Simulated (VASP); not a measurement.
Ba: single point with PBE

Crystal: Ba.

```
CELL_PARAMETERS angstrom
4.23843 0.00000 0.00000
0.00000 4.23843 0.00000
0.00000 0.00000 3.49629
ATOMIC_POSITIONS crystal
Ba 0.50000 0.50000 0.50000
```

The cell isn't the ideal one: strained and moved within the space group.

```
Program             : VASP 6.6.1
Task                : single point
Functional          : PBE
Potentials or basis : VASP PAW PBE potentials, release 64 (Ba_sv)
Cutoff              : 520 eV
k mesh              : 10 × 10 × 12
Occupations         : gaussian, width 0.1 eV
Spin                : no spin polarisation
```

| Quantity | Value |
| --- | --- |
| Pressure | 0.4 GPa |
| Band gap on the k mesh | none (metal or under the smearing width) |

Stress tensor (GPa, compression positive):
```
-1.96  0.00  0.00
 0.00 -1.96  0.00
 0.00  0.00  5.18
```

Levels at points of the mesh, in eV from the Fermi level:
| k point | band 2 | band 3 | band 4 | band 5 | band 6 | band 7 | band 8 | band 9 |
| --- | --- | --- | --- | --- | --- | --- | --- | --- |
| (0.00, 0.00, 0.00) | -14.12 | -14.12 | -13.49 | -2.42 | -0.04 | 0.08 | 4.03 | 5.55 |
| (0.50, 0.00, 0.00) | -14.52 | -14.08 | -13.47 | -0.84 | 0.32 | 0.61 | 2.25 | 4.28 |
| (0.50, 0.50, 0.00) | -14.47 | -14.47 | -13.44 | -0.72 | 0.10 | 2.81 | 2.81 | 4.53 |
| (0.00, 0.00, 0.50) | -15.24 | -13.90 | -13.90 | 0.13 | 1.33 | 1.48 | 1.54 | 1.54 |
| (0.50, 0.00, 0.50) | -15.18 | -14.25 | -13.87 | -1.01 | 1.28 | 1.86 | 3.31 | 3.75 |
| (0.50, 0.50, 0.50) | -15.13 | -14.21 | -14.21 | -0.39 | -0.39 | 0.98 | 4.14 | 5.72 |

Wall time 40 s on 1 thread of Intel(R) Xeon(R) Platinum 8488C (Sapphire Rapids) (shared host), peak memory 0.24 GiB.

Spin-orbit coupling is left out, which matters for the levels of Ba.
